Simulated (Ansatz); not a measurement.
Diamond C, relaxed with r2SCAN in Ansatz 0.2.0. Space group Fd-3m (No. 227), cubic; a = 3.560 Å in the conventional setting, 5.64 Å³ an atom. C is surrounded by 4 C at 1.54 Å.

The axes x, y and z are those of this cell:
```
C
1.0
     0.00000    1.78012    1.78012
     1.78012    0.00000    1.78012
     1.78012    1.78012    0.00000
C
2
Cartesian
  0.0000 0.0000 0.0000
  0.8901 0.8901 0.8901
```

Unstrained: With PBE the valence top lies at Γ and the conduction bottom at Γ–X (0.73 of the way from Γ), 4.148 eV higher; the smallest vertical gap, at Γ, is 5.609 eV. r2SCAN gives an indirect gap of 4.361 eV, from Γ to Γ–X (0.73 of the way from Γ); the least direct gap is 5.896 eV at Γ. With HSE06 the valence top lies at Γ and the conduction bottom at Γ–X (0.73 of the way from Γ), 5.300 eV higher; the smallest vertical gap, at Γ, is 6.994 eV. Meshes: PBE 12×12×12, r2SCAN 12×12×12, HSE06 8×8×8. Strains are changes of length per length. After each strain the atoms were relaxed again with r2SCAN within the symmetry that the strain leaves, so tilts or polar shifts that break it weren't tested; points keep the names that they have in the unstrained zone. No spin polarisation and no zero-point or thermal motion.

Question: For epitaxial +1.0 % in the xy plane, how far does the free direction move, and what happens to the gap?

Answer: The normal strain at zero normal stress is -0.21 %, 0.21 of the in-plane strain with the sign turned. PBE: the gap goes from 4.148 to 3.802 eV (-0.346 eV); with r2SCAN the top three valence levels at Γ, degenerate before, become 1+2 from the top over 187 meV. r2SCAN: the gap goes from 4.361 to 3.997 eV (-0.364 eV). HSE06: the gap goes from 5.300 to 4.934 eV (-0.366 eV).

Question: For epitaxial +3.0 % in the xy plane, how far does the free direction move, and what happens to the gap?

Answer: The normal strain at zero normal stress is -0.63 %, 0.21 of the in-plane strain with the sign turned. PBE: the gap goes from 4.148 to 3.154 eV (-0.994 eV); with r2SCAN the top three valence levels at Γ, degenerate before, become 1+2 from the top over 528 meV. r2SCAN: the gap goes from 4.361 to 3.312 eV (-1.049 eV). HSE06: the gap goes from 5.300 to 4.249 eV (-1.051 eV).

Question: Estimate what epitaxial -2.0 % in the xy plane, free normal strain +0.45 % does to the gap.

Answer: PBE: the gap goes from 4.148 to 3.902 eV (-0.246 eV); with r2SCAN the top three valence levels at Γ, degenerate before, become 2+1 from the top over 413 meV. r2SCAN: the gap goes from 4.361 to 4.104 eV (-0.257 eV). The r2SCAN energy rises by 17.7 meV an atom.

Question: For epitaxial +2.0 % in the xy plane, how far does the free direction move, and what happens to the gap?

Answer: The normal strain at zero normal stress is -0.42 %, 0.21 of the in-plane strain with the sign turned. PBE: the gap goes from 4.148 to 3.471 eV (-0.677 eV); the edges go from Γ → Γ–X (0.73) to (-0.002, -0.002, 0) → Γ–X (0.73); with r2SCAN the top three valence levels at Γ, degenerate before, become 1+2 from the top over 362 meV. r2SCAN: the gap goes from 4.361 to 3.647 eV (-0.714 eV). HSE06: the gap goes from 5.300 to 4.585 eV (-0.715 eV); the edges go from Γ → Γ–X (0.73) to (-0.002, -0.002, 0) → Γ–X (0.73).

Question: Estimate what epitaxial +4.0 % in the xy plane, free normal strain -0.84 % does to the gap.

Answer: PBE: the gap goes from 4.148 to 2.848 eV (-1.300 eV); the edges go from Γ → Γ–X (0.73) to Γ → Γ–X (0.74); with r2SCAN the top three valence levels at Γ, degenerate before, become 1+2 from the top over 684 meV. r2SCAN: the gap goes from 4.361 to 2.991 eV (-1.370 eV); the edges go from Γ → Γ–X (0.73) to Γ → Γ–X (0.74). HSE06: the gap goes from 5.300 to 3.926 eV (-1.374 eV); the edges go from Γ → Γ–X (0.73) to Γ → Γ–X (0.74). The r2SCAN energy rises by 62.7 meV an atom.

Question: For epitaxial -1.0 % in the xy plane, how far does the free direction move, and what happens to the gap?

Answer: The normal strain at zero normal stress is +0.22 %, 0.22 of the in-plane strain with the sign turned. PBE: the gap goes from 4.148 to 4.025 eV (-0.123 eV); with r2SCAN the top three valence levels at Γ, degenerate before, become 2+1 from the top over 200 meV. r2SCAN: the gap goes from 4.361 to 4.235 eV (-0.126 eV).

Question: For epitaxial -3.0 % in the xy plane, how far does the free direction move, and what happens to the gap?

Answer: The normal strain at zero normal stress is +0.67 %, 0.22 of the in-plane strain with the sign turned. PBE: the gap goes from 4.148 to 3.774 eV (-0.374 eV); the edges go from Γ → Γ–X (0.73) to Γ → Γ–X (0.74); with r2SCAN the top three valence levels at Γ, degenerate before, become 2+1 from the top over 638 meV. r2SCAN: the gap goes from 4.361 to 3.969 eV (-0.392 eV); the edges go from Γ → Γ–X (0.73) to Γ → Γ–X (0.74).

Question: For epitaxial -4.0 % in the xy plane, how far does the free direction move, and what happens to the gap?

Answer: The normal strain at zero normal stress is +0.90 %, 0.22 of the in-plane strain with the sign turned. PBE: the gap goes from 4.148 to 3.640 eV (-0.508 eV); the edges go from Γ → Γ–X (0.73) to Γ → Γ–X (0.74); with r2SCAN the top three valence levels at Γ, degenerate before, become 2+1 from the top over 879 meV. r2SCAN: the gap goes from 4.361 to 3.830 eV (-0.531 eV); the edges go from Γ → Γ–X (0.73) to Γ → Γ–X (0.74).

Where an edge lies off the special points, it is a point of the mesh or the k point where a search put PBE's edge or least direct gap, reused for the other functionals, whose own edges may lie a little apart.

Coordinates of k points refer to the reciprocal vectors of the primitive cell of the runs.

The meshes of the hybrids are coarse, so their gaps aren't converged to the digits shown.

The splittings at Γ are without spin-orbit coupling, which regroups them where it is of like size or larger.
